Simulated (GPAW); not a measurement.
AlNi:

```
CELL_PARAMETERS angstrom
1.93869 -1.95319 0.00000
1.93869 1.95319 0.00000
0.00000 0.00000 3.09943
ATOMIC_POSITIONS crystal
Ni 0.50000 0.50000 0.50000
Al 0.00000 0.00000 0.00000
```

The cell comes from a database or a generator and needn't be the stable form of this composition.

Base run:

- Program: GPAW 26.7.0
- Functional: PBEsol
- Potentials or basis: PAW data sets generated in the run's folder for this functional
- Cutoff: 600 eV
- Basis: pw
- k mesh: 7 × 7 × 6
- Occupations: fermi-dirac, width 0.05 eV
- Spin: collinear spin, ferromagnetic start
- Starting moments: [1.0, 0.0] μB
- Hubbard terms: Ni d U = 2 eV

Its results: pressure 0.0 GPa; net moment 0.12 μB per cell; site moments Ni +0.12; Al +0.00 μB.

**Question.** The run is repeated on the same cell with these changes: hubbard terms from Ni d U = 2 eV to Ni d U = 3 eV. What comes out?

**Answer.** Pressure -0.6 GPa; net moment 0.20 μB per cell; site moments Ni +0.20; Al +0.00 μB.

Caveats: the stock nickel data set gives pressures a few GPa off other programs; the U is typed as a test and isn't derived for this compound.

Not every run made on this cell is shown here.
